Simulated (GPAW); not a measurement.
Crystal: BAs.

```xyz
2
Lattice="0.0000 2.3885 2.3885 2.3885 0.0000 2.3885 2.3885 2.3885 0.0000" Properties=species:S:1:pos:R:3 pbc="T T T"
As    3.5827    3.5827    3.5827
B     0.0000    0.0000    0.0000
```

Base run:

```yaml
Program: GPAW 26.7.0
Functional: revTPSS
Potentials_or_basis: GPAW PAW data sets (gpaw-data 1.2.1)
Cutoff: 800 eV
Basis: pw
k_mesh: 8 × 8 × 8
Occupations: fermi-dirac, width 0.05 eV
Spin: spin-orbit coupling, no magnetisation
```

Its results: band gap on the k mesh 1.03 eV, indirect (least direct gap 3.14 eV); pressure 0.5 GPa.

Problem. The run is repeated on the same cell with these changes: functional from revTPSS to PBE; cutoff from 800 eV to 600 eV; spin from spin-orbit coupling, no magnetisation to no spin polarisation. What comes out?

Solution. Band gap on the k mesh 1.20 eV, indirect (least direct gap 3.29 eV); pressure 3.3 GPa.

Several settings changed at once, so the effect can't be laid on one alone.

Caveats: spin-orbit coupling was added after a scalar SCF, so levels and gaps hold it while energy, forces, pressure and moments don't (some runs); this program's spin-orbit splittings come out too wide for heavy elements (some runs); the PAW data sets were made with another functional, which shifts forces and pressure a little (some runs); the cutoff is short for stress and forces, so pressures can be off by a GPa or more (some runs).
